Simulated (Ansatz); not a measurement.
CsPbI3 (cubic perovskite)

```xyz
5
Lattice="6.3905 0.0000 0.0000 0.0000 6.3905 0.0000 0.0000 0.0000 6.3905" Properties=species:S:1:pos:R:3 pbc="T T T"
Cs     0.0000     0.0000     0.0000
Pb     3.1952     3.1952     3.1952
I      0.0000     3.1952     3.1952
I      3.1952     3.1952     0.0000
I      3.1952     0.0000     3.1952
```

In each cell atom 4 (I, nearest neighbour Pb at 3.195 Å; its periodic images, 6.4 Å or more away, move with it) moves by s·(0.000, 0.000, -1.000) (towards the nearest neighbour), the rest being held.

Method: PBE (plane waves to 420 eV, PAW, scalar-relativistic; Ansatz, a quantum-chemistry and plane-wave program). k mesh 4×4×4 (Γ-centred), Fermi-Dirac smearing 0.05 eV. The energy includes the smearing's −TS. On this mesh the relaxed cell isn't quite at rest: it carries a pressure of 0.1 GPa (compression positive) at the zero of the scan. CsPbI3 was relaxed with its symmetry unable to fall. Spin-orbit coupling is left out, though I and Pb are heavy. This is a high-temperature form of CsPbI3. The zero of ΔE is the undisplaced structure.

Successive frames, forces in eV/Å:

| frame | ΔE (meV/cell) | F on Cs1 | F on Pb2 | F on I3 | F on I4 | F on I5 |
|---|---|---|---|---|---|---|
| s = -0.064 Å | 2.9 | (0.000, 0.000, 0.004) | (0.000, 0.000, 0.053) | (0.000, 0.000, 0.019) | (0.000, 0.000, -0.094) | (0.000, 0.000, 0.019) |
| s = 0.000 Å | 0.0 | (0.000, 0.000, 0.000) | (0.000, 0.000, 0.000) | (0.000, 0.000, 0.000) | (0.000, 0.000, 0.000) | (0.000, 0.000, 0.000) |
| s = 0.064 Å | 2.9 | (0.000, 0.000, -0.004) | (0.000, 0.000, -0.053) | (0.000, 0.000, -0.019) | (0.000, 0.000, 0.094) | (0.000, 0.000, -0.019) |

Problem. What are the energy and the forces in the next frame, s = 0.128 Å?

Solution. ΔE (meV/cell) = 12.5.

```tsv
atom	Fx	Fy	Fz
Cs1	0.000	0.000	-0.007
Pb2	0.000	0.000	-0.129
I3	0.000	0.000	-0.037
I4	0.000	0.000	0.210
I5	0.000	0.000	-0.037
```

(For displaced atoms, the force is minus the slope of the energy, and its curvature is a force constant, which sets phonon frequencies.)
